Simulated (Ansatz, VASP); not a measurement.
## One calculation of TiN, two programs

Contents of INCAR:

```
SYSTEM = TiN
PREC = Accurate ; ENCUT = 520
EDIFF = 1E-6 ; ISMEAR = -1
SIGMA = 0.03 ; LREAL = .FALSE.
LASPH = .TRUE. ; NELM = 80
ALGO = Normal ; ISIF = 2
LWAVE = .FALSE. ; LCHARG = .TRUE.
GGA = PE ; LELF = .TRUE.
LVHAR = .TRUE. ; NBANDS = 16
```

File KPOINTS:

```
Automatic mesh
0
G
  16 16 16
  0 0 0
```

File POSCAR:

```
TiN
1.0
    0.0000000000      2.0804613374      2.0804613374
    2.0804613374      0.0000000000      2.0804613374
    2.0804613374      2.0804613374      0.0000000000
Ti N
1 1
Direct
    0.0000000000      0.0000000000      0.0000000000
    0.5000000000      0.5000000000      0.5000000000
```

Input for Ansatz:

```yaml
crystal:
  lattice:
    - [0.0, 2.0804613374, 2.0804613374]
    - [2.0804613374, 0.0, 2.0804613374]
    - [2.0804613374, 2.0804613374, 0.0]
  atoms:
    - { symbol: Ti, position: [0.0, 0.0, 0.0] }
    - { symbol: "N", position: [0.5, 0.5, 0.5] }
kpoints:
  mp_grid: { grid: [16, 16, 16] }
scf:
  occupations: { method: fermi_dirac, width: 0.03 }
hamiltonian:
  xc: pbe
  pseudopotentials: { kind: all_electron, lapw: { basis_error: 0.0005 } }
output:
  forces: true
  stress: true
  eigenvalues: true
```

Change from the starting cell: volume scaled by 0.9405.

Alike in both runs: task single point; functional PBE; k mesh 16 × 16 × 16; occupations fermi-dirac, width 0.03 eV; no spin polarisation.

|  | VASP | Ansatz |
| --- | --- | --- |
| version | VASP 6.6.1 | Ansatz 0.2.0 |
| potentials or method | VASP PAW PBE potentials, release 64 (Ti_sv, N) | all-electron LAPW, scalar-relativistic |
| plane-wave cutoff (eV) | 520 | see its input |

```csv
,VASP,Ansatz,Ansatz less VASP
pressure (GPa),19.8,19.4,-0.45
```

Ansatz ran all-electron here, so the differences hold the error of VASP's frozen core and of both bases.

Caveats: so large a pressure means that the cell lies far from this level's equilibrium, or that cutoff or potentials fall short (VASP).
